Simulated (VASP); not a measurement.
Here is a VASP 6.6.1 calculation.

File INCAR:

```
ALGO     = Fast           # electronic algorithm
EDIFF    = 1E-6           # SCF threshold, eV
ENCUT    = 700            # plane-wave cutoff, eV
GGA      = PS             # functional
ISIF     = 2              # what is computed and relaxed
ISMEAR   = 0              # smearing method
LASPH    = True           # aspherical terms in the spheres
LCHARG   = False          # write CHGCAR
LREAL    = False          # projectors in reciprocal space
LWAVE    = False          # write WAVECAR
NELM     = 60             # most SCF steps
PREC     = Accurate       # precision mode
SIGMA    = 0.1            # smearing width, eV
```

Contents of KPOINTS:

```
k-points
0
Gamma
  18 18 10
```

The input POSCAR:

```
Rh
1.0
    2.6882900000      0.0000000000      0.0000000000
   -1.3441400000      2.3281200000      0.0000000000
    0.0000000000      0.0000000000      4.3280700000
Rh
2
Direct
    0.3333300000      0.6666700000      0.2500000000
    0.6666700000      0.3333300000      0.7500000000
```

Potentials or basis: VASP PAW PBE potentials, release 64 (Rh_pv).

The run is started by

```bash
$ cat potpaw_PBE.64/Rh_pv/POTCAR > POTCAR
$ mpirun -np 1 vasp_std > vasp.out
```

Task: Predict the pressure.

Result: 0.2 GPa.

Task: Estimate the band gap on the k mesh.

Result: None (metal or under the smearing width).

Caveat: the PAW data sets were made with another functional, which shifts forces and pressure a little.
